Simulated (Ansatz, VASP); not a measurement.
**LiF: VASP beside Ansatz**

The input INCAR:

```
SYSTEM = LiF
  ALGO = Normal
  EDIFF = 1E-6
  EDIFFG = -0.001
  ENCUT = 600
  IBRION = 2
  ISIF = 3
  ISMEAR = 0
  LASPH = .True.
  LCHARG = .False.
  LREAL = .False.
  LWAVE = .False.
  NELM = 80
  NSW = 80
  PREC = Accurate
  SIGMA = 0.01
```

File KPOINTS:

```
k-points
0
Gamma
  10 10 10
  0 0 0
```

Contents of POSCAR:

```
LiF
1.0
    0.0000000000      1.9544544216      1.9544544216
    1.9544544216      0.0000000000      1.9544544216
    1.9544544216      1.9544544216      0.0000000000
Li F
1 1
Direct
    0.0000000000      0.0000000000      0.0000000000
    0.5000000000      0.5000000000      0.5000000000
```

Input for Ansatz:

```yaml
crystal:
  lattice:
    - [0.0, 1.9544544216, 1.9544544216]
    - [1.9544544216, 0.0, 1.9544544216]
    - [1.9544544216, 1.9544544216, 0.0]
  atoms:
    - { symbol: Li, position: [0.0, 0.0, 0.0] }
    - { symbol: F, position: [0.5, 0.5, 0.5] }
basis:
  ecutwfc: 420
kpoints:
  mp_grid: { grid: [10, 10, 10] }
hamiltonian:
  xc: lda
scf:
  occupations: { method: fixed }
output:
  forces: true
  stress: true
  eigenvalues: true
relax:
  adjacent_minimum: "off"
  f_tol: 0.001
  max_steps: 60
  cell: { stress_tol: 0.01 }
```

Alike in both runs: task relaxation of cell and atoms; functional LDA; k mesh 10 × 10 × 10; no spin polarisation.

|  | VASP | Ansatz |
| --- | --- | --- |
| version | VASP 6.6.1 | Ansatz 0.2.0 |
| potentials or method | VASP PAW LDA potentials, release 64 (Li_sv, F) | scalar-relativistic, plane waves, PAW |
| plane-wave cutoff (eV) | 600 | 420 |
| occupations | gaussian, width 0.01 eV | fixed |
| valence electrons in the cell | 10 | 10 |

|  | VASP | Ansatz | Ansatz less VASP |
| --- | --- | --- | --- |
| gap on the k mesh at the Fermi level, each at its own relaxed structure (eV) | 9.76 | 9.70 | -0.066 |
| relaxed volume (Å³/atom) | 7.41 | 7.47 | +0.055 |
| relaxed cell length with the largest relative difference (Å) | 2.757 | 2.764 | +0.0067 |

Caveats: the cutoff is under 1.25 times the usual one of these potentials, so pressure, stress and relaxed cells hold a basis-set (Pulay) error (VASP). Zero-point motion and thermal expansion aren't in these numbers. LDA usually gives volumes a few per cent too small.
